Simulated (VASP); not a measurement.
# AlNi (Pm-3m) in VASP: notebook

The runs below take AlNi through relaxation of cell and atoms, electrostatic potential, with PBE+D3(BJ).

Program: VASP 6.6.1. These are calculated values, not measurements. Logs are shortened: lines on timing, memory, paths and dates and some standing lists are left out, and cuts for length are marked.

## Step 1: Starting point

It takes space group Pm-3m (No. 221, cubic). Conventional cell: a = 2.860 Å, b = 2.860 Å, c = 2.860 Å, α = 90.00°, β = 90.00°, γ = 90.00°. Ni (site symmetry m-3m) is surrounded by 8 Al at 2.48 Å. Around Al (site symmetry m-3m) lie 8 Ni at 2.48 Å.

The cell was built by a generator and needn't be a form met in nature.

## Step 2: Relaxation of cell and atoms, PBE+D3(BJ)

File INCAR:

```
SYSTEM = AlNi
PREC = Accurate
ENCUT = 600
EDIFF = 1E-7
ISMEAR = 1
SIGMA = 0.1
LREAL = .FALSE.
LASPH = .TRUE.
NELM = 120
ALGO = Normal
ISIF = 3
LWAVE = .FALSE.
LCHARG = .FALSE.
GGA = PE
IVDW = 12
IBRION = 2
NSW = 60
EDIFFG = -0.005
```

File KPOINTS:

```
regular mesh
0
G
  14 14 14
  0 0 0
```

File POSCAR:

```
AlNi
1.0
    2.8600000000      0.0000000000      0.0000000000
    0.0000000000      2.8600000000      0.0000000000
    0.0000000000      0.0000000000      2.8600000000
Ni Al
1 1
Direct
    0.0000000000      0.0000000000      0.0000000000
    0.5000000000      0.5000000000      0.5000000000
```

Potentials or basis: VASP PAW PBE potentials, release 64 (Ni, Al).

Started as:

```console
> cat potpaw_PBE.64/Ni/POTCAR potpaw_PBE.64/Al/POTCAR > POTCAR
> mpirun -np 1 vasp_std > vasp.out
```

OUTCAR:

```text
SYSTEM = AlNi
   PREC = Accurate
   ENCUT = 600
   EDIFF = 1E-7
   ISMEAR = 1
   LREAL = .FALSE.
   LASPH = .TRUE.
   NELM = 120
   ISIF = 3
   GGA = PE
   IVDW = 12
   IBRION = 2
   NSW = 60
   EDIFFG = -0.005
 IVDW          = 12

 ion  position               nearest neighbor table
   1  0.000  0.000  0.000-   2 2.48   2 2.48   2 2.48   2 2.48   2 2.48   2 2.48   2 2.48   2 2.48

   2  0.500  0.500  0.500-   1 2.48   1 2.48   1 2.48   1 2.48   1 2.48   1 2.48   1 2.48   1 2.48

  LATTYP: Found a simple cubic cell.
 ALAT       =     2.8600000000

  Lattice vectors:

 A1 = (   2.8600000000,   0.0000000000,   0.0000000000)
 A2 = (   0.0000000000,   2.8600000000,   0.0000000000)
 A3 = (   0.0000000000,   0.0000000000,   2.8600000000)

Analysis of symmetry for initial positions (statically):
=====================================================================
 Subroutine PRICEL returns:
 Original cell was already a primitive cell.

 Routine SETGRP: Setting up the symmetry group for a
 simple cubic supercell.

 Subroutine GETGRP returns: Found 48 space group operations
 (whereof 48 operations were pure point group operations)
 out of a pool of 48 trial point group operations.

The static configuration has the point symmetry O_h .

Analysis of symmetry for dynamics (positions and initial velocities):
=====================================================================
 Subroutine PRICEL returns:
 Original cell was already a primitive cell.

 Routine SETGRP: Setting up the symmetry group for a
 simple cubic supercell.

 Subroutine GETGRP returns: Found 48 space group operations
 (whereof 48 operations were pure point group operations)
 out of a pool of 48 trial point group operations.

The dynamic configuration has the point symmetry O_h .

 Subroutine INISYM returns: Found 48 space group operations
 (whereof 48 operations are pure point group operations),
 and found     1 'primitive' translations

----------------------------------------------------------------------------------------

                                     Primitive cell

  volume of cell :      23.3937

  direct lattice vectors                    reciprocal lattice vectors
     2.860000000  0.000000000  0.000000000     0.349650350  0.000000000  0.000000000
     0.000000000  2.860000000  0.000000000     0.000000000  0.349650350  0.000000000
     0.000000000  0.000000000  2.860000000     0.000000000  0.000000000  0.349650350

  length of vectors
     2.860000000  2.860000000  2.860000000     0.349650350  0.349650350  0.349650350

  position of ions in fractional coordinates (direct lattice)
     0.000000000  0.000000000  0.000000000
     0.500000000  0.500000000  0.500000000

  ion indices of the primitive-cell ions
   primitive index   ion index
                 1           1
                 2           2

----------------------------------------------------------------------------------------

 KPOINTS: regular mesh

Automatic generation of k-mesh.
 Grid dimensions read from file:
 generate k-points for:   14   14   14

 Generating k-lattice:

  Cartesian coordinates                     Fractional coordinates (reciprocal lattice)
     0.024975025  0.000000000  0.000000000     0.071428571  0.000000000  0.000000000
     0.000000000  0.024975025  0.000000000     0.000000000  0.071428571  0.000000000
     0.000000000  0.000000000  0.024975025     0.000000000  0.000000000  0.071428571

  Length of vectors
     0.024975025  0.024975025  0.024975025

  Shift w.r.t. Gamma in fractional coordinates (k-lattice)
     0.000000000  0.000000000  0.000000000

 Subroutine IBZKPT returns following result:
 ===========================================

 Found    120 irreducible k-points:

 Following reciprocal coordinates:
            Coordinates               Weight
  0.000000  0.000000  0.000000      1.000000
  0.071429  0.000000  0.000000      6.000000
  0.142857  0.000000  0.000000      6.000000
  0.214286  0.000000  0.000000      6.000000
  0.285714  0.000000  0.000000      6.000000
  0.357143  0.000000  0.000000      6.000000
[... 16 lines left out ...]
  0.285714  0.214286  0.000000     24.000000
  0.357143  0.214286  0.000000     24.000000
 [... further k-points ...]
   k-points           NKPTS =    120   k-points in BZ     NKDIM =    120   number of bands    NBANDS=     10
   number of dos      NEDOS =    301   number of ions     NIONS =      2
   total plane-waves  NPLWV =  13824
   dimension x,y,z NGX =    24 NGY =   24 NGZ =   24
   dimension x,y,z NGXF=    48 NGYF=   48 NGZF=   48
   ions per type =               1   1
   NGX,Y,Z   is equivalent  to a cutoff of  13.95, 13.95, 13.95 a.u.
   NGXF,Y,Z  is equivalent  to a cutoff of  27.90, 27.90, 27.90 a.u.
 SYSTEM =  AlNi
   PREC   = accura    normal or accurate (medium, high low for compatibility)
   ISTART =      0    job   : 0-new  1-cont  2-samecut
   ICHARG =      2    charge: 1-file 2-atom 10-const
   ISPIN  =      1    spin polarized calculation?
   LNONCOLLINEAR =      F non collinear calculations
   LSORBIT =      F    spin-orbit coupling
   LASPH  =      T    aspherical Exc in radial PAW
   ENCUT  =  600.0 eV  44.10 Ry    6.64 a.u.   5.71  5.71  5.71*2*pi/ulx,y,z
   NELM   =    120;   NELMIN=  2; NELMDL= -5     # of ELM steps
   EDIFF  = 0.1E-06   stopping-criterion for ELM
   LREAL  =      F    real-space projection
   EDIFFG = -.5E-02   stopping-criterion for IOM
   NSW    =     60    number of steps for IOM
   IBRION =      2    ionic relax: 0-MD 1-quasi-New 2-CG
   NFREE  =      1    steps in history (QN), initial steepest desc. (CG)
   ISIF   =      3    stress and relaxation
   ISYM   =      2    0-nonsym 1-usesym 2-fastsym
   POTIM  = 0.5000    time-step for ionic-motion
   TEBEG  =    0.0;   TEEND  =   0.0 temperature during run
   PSTRESS=    0.0 pullay stress
   NELECT =      13.0000    total number of electrons
   NUPDOWN=      -1.0000    fix difference up-down
   EMIN   =  10.00;   EMAX   =-10.00  energy-range for DOS
   EFERMI =   0.00;   METHOD = LEGACY
   ISMEAR =     1;   SIGMA  =   0.10  broadening in eV -4-tet -1-fermi 0-gaus
   EFERMI_NEDOS =   21; number of points for ismear=-14 and -15
   IALGO  =     38    algorithm
   IMIX   =      4    mixing-type and parameters
     AMIX     =   0.40;   BMIX     =  1.00
     AMIX_MAG =   1.60;   BMIX_MAG =  1.00
  volume/ion in A,a.u.               =      11.70        78.93
  Fermi-wavevector in a.u.,A,eV,Ry     =   1.345932  2.543443 24.647417  1.811534
  Thomas-Fermi vector in A             =   2.473805
   LORBIT       =      0    0 simple, 1 ext, 2 COOP (PROOUT), +10 PAW based schemes
   GGA     = PE    functional components
   LHFCALC =     F    Hartree Fock is set to
   AEXX    =    0.0000 exact exchange contribution
   IVDW    =    12    specifies the selected vdW correction
   LEPSILON=     F    determine dielectric tensor
   LRPA    =     F    only Hartree local field effects (RPA)
 conjugate gradient relaxation of ions
 non-spin polarized calculation
 Methfessel and Paxton  Order N= 1 SIGMA  =   0.10
  energy-cutoff  :      600.00
  volume of cell :       23.39
 maximum number of plane-waves:       804
 NGX is ok and might be reduce to    24
   NGX = 11   NGY = 11   NGZ = 11

--------------------------------------- Ionic step        1  -------------------------------------------

 number of electron      13.0000010 magnetization

 Free energy of the ion-electron system (eV)
  ---------------------------------------------------
  ext. energy  EPLUGINS =         0.00000000
  ---------------------------------------------------
  free energy    TOTEN  =       -10.52195027 eV

  energy without entropy =      -10.52155350  energy(sigma->0) =      -10.52181801

------------------------ aborting loop because EDIFF is reached ----------------------------------------

 Edisp (eV)   -0.90624

 E8    (eV) :    -0.3995

  FORCE on cell =-STRESS in cart. coord.  units (eV):
  Direction    XX          YY          ZZ          XY          YZ          ZX
  --------------------------------------------------------------------------------------
  -------------------------------------------------------------------------------------
  Total      -0.08275    -0.08275    -0.08275     0.00000    -0.00000     0.00000
  in kB      -5.66740    -5.66740    -5.66740     0.00000    -0.00000     0.00000
  external pressure =       -5.67 kB  Pullay stress =        0.00 kB
[... 61 lines left out ...]
  energy  without entropy=      -11.4278020796  energy(sigma->0) =      -11.42808639

--------------------------------------- Ionic step        3  -------------------------------------------

 number of electron      13.0000008 magnetization

 Free energy of the ion-electron system (eV)
  ---------------------------------------------------
  ext. energy  EPLUGINS =         0.00000000
  ---------------------------------------------------
  free energy    TOTEN  =       -10.51904744 eV

  energy without entropy =      -10.51863474  energy(sigma->0) =      -10.51890987

 E-fermi :  10.3255     XC(G=0): -12.1696

 val. band max:       10.3248101950   @ k =   0.3571   0.2143   0.0714
 cond. band min:      10.3340304080   @ k =   0.3571   0.1429   0.1429
 fundamental gap:      0.0092202130
 Fermi energy:        10.3255418013

 k-point     1 :       0.0000    0.0000    0.0000
  band No.  band energies     occupation
      1      -0.9609      2.00000
      2       7.0148      2.00000
      3       7.0148      2.00000
      4       8.7700      2.00000
      5       8.7700      2.00000
      6       8.7700      2.00000
      7      15.9700      0.00000
      8      15.9700      0.00000
      9      15.9700      0.00000
     10      18.5691      0.00000
[... 287 lines left out ...]
 k-point    24 :       0.3571    0.2143    0.0000
  band No.  band energies     occupation
      1       2.1247      2.00000
      2       6.0150      2.00000
      3       7.4122      2.00000
      4       7.9660      2.00000
      5       8.2237      2.00000
      6       8.5718      2.00000
      7      10.2601      1.88566
      8      14.1870      0.00000
      9      18.2974      0.00000
     10      19.6775      0.00000

 [... further k-points ...]

------------------------ aborting loop because EDIFF is reached ----------------------------------------

 Edisp (eV)   -0.90928

 E8    (eV) :    -0.4009

  FORCE on cell =-STRESS in cart. coord.  units (eV):
  Direction    XX          YY          ZZ          XY          YZ          ZX
  --------------------------------------------------------------------------------------
  -------------------------------------------------------------------------------------
  Total       0.00157     0.00157     0.00157    -0.00000     0.00000    -0.00000
  in kB       0.10758     0.10758     0.10758    -0.00000     0.00000    -0.00000
  external pressure =        0.11 kB  Pullay stress =        0.00 kB
[... 17 lines left out ...]
  FREE ENERGIE OF THE ION-ELECTRON SYSTEM (eV)
  ---------------------------------------------------
  free  energy   TOTEN  =       -11.4283258182 eV

  energy  without entropy=      -11.4279131140  energy(sigma->0) =      -11.42818825

 reached required accuracy - stopping structural energy minimisation
```

Wall time 24 s (1 thread of Intel Xeon Platinum 8559C (Emerald Rapids), shared host); peak memory 0.18 GiB.

Results:

- Free energy: -11.4283 eV
- Relaxed volume: 11.66 Å³/atom
- Relaxed cell: a = 2.857 Å, b = 2.857 Å, c = 2.857 Å, α = 90.00°, β = 90.00°, γ = 90.00°
- Space group after relaxing (to 0.05 Å): Pm-3m (No. 221)
- Energy gained by relaxing: 0.1 meV/atom
- Ionic steps: 3
- Pressure after relaxing: 0.0 GPa
- Band gap on the k mesh: none (metal or under the smearing width)
- Dispersion energy per atom: -0.455 eV

Step by step:
| step | energy change (eV) | largest force (eV/Å) | pressure (GPa) | volume (Å³) |
| --- | --- | --- | --- | --- |
| 1 | 0.0000 | 0.0000 | -0.57 | 23.39 |
| 2 | 0.0000 | 0.0000 | 0.50 | 23.25 |
| 3 | -0.0001 | 0.0000 | 0.01 | 23.32 |

Final structure:
```
Ni Al
1.0
     2.85693    0.00000    0.00000
     0.00000    2.85693    0.00000
     0.00000    0.00000    2.85693
Ni Al
1 1
Cartesian
  0.0000 0.0000 0.0000
  1.4285 1.4285 1.4285
```

Levels at points of the mesh, in eV from the Fermi level:
| k point | band 4 | band 5 | band 6 | band 7 | band 8 | band 9 | band 10 |
| --- | --- | --- | --- | --- | --- | --- | --- |
| (0.00, 0.00, 0.00) | -1.56 | -1.56 | -1.56 | 5.64 | 5.64 | 5.64 | 8.24 |
| (0.50, 0.00, 0.00) | -2.28 | -2.28 | -1.46 | -0.62 | 8.34 | 10.18 | 10.18 |
| (0.50, 0.50, 0.00) | -2.92 | -2.11 | -2.11 | -1.01 | 1.57 | 2.63 | 12.59 |
| (0.50, 0.50, 0.50) | -0.98 | -0.98 | 2.02 | 2.02 | 2.02 | 3.95 | 4.59 |

Caveat: pairwise dispersion overbinds metals, which lowers pressure and volume.

(Part 1 of 2 ends here.)
